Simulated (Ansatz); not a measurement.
Runs of Ansatz 0.2.0 on TaN. It takes space group Pm-3m (No. 221, cubic). Conventional cell: a = 2.732 Å, b = 2.732 Å, c = 2.732 Å, α = 90.00°, β = 90.00°, γ = 90.00°. Ta (site symmetry m-3m) has 8 N at 2.37 Å as nearest neighbours. Around N (site symmetry m-3m) lie 8 Ta at 2.37 Å. The cell comes from a database or a generator and needn't be the stable form of this composition.

```csv
task,level,spin,cell,points for each segment of the path,gap on the mesh (eV),pressure (GPa),relaxed volume (Å³/atom)
relaxation of cell and atoms,PBEsol,off,relaxed,-,none,0.0,10.06
band structure,PBEsol,"SOC, no magnetisation",as given,14,none,-4.6,-
relaxation of cell and atoms,PBEsol+D4,off,relaxed,-,none,0.0,9.98
band structure,PBEsol,off,as given,14,none,(b),-
relaxation of cell and atoms,PBEsol+D3(BJ),off,relaxed,-,none,0.0,(a)
relaxation of cell and atoms,PBEsol+D3(BJ)-ATM,off,relaxed,-,none,0.0,9.89
```

Alike in all rows: potentials or basis Ansatz PAW; k mesh 10 × 10 × 10; cutoff (eV) 420; smearing fermi-dirac 0.05 eV.

Question: Estimate the missing entries.

Answer: (a) 9.84; (b) -4.4.

Caveats: the PAW data sets come from PBE, with cores solved anew for the run's functional, which leaves a small shift of forces and pressure; the plane-wave basis is chosen anew once the cell has moved, so the energies of steps on either side of that aren't comparable (some runs); pairwise dispersion overbinds metals, which lowers pressure and volume (some runs); spin-orbit coupling is left out, which moves the levels of the heavy elements (some runs).

A k mesh can miss the band edges, and rows without SOC leave out spin-orbit coupling on Ta.

A gap of «none» marks a metal or a gap under the smearing width.
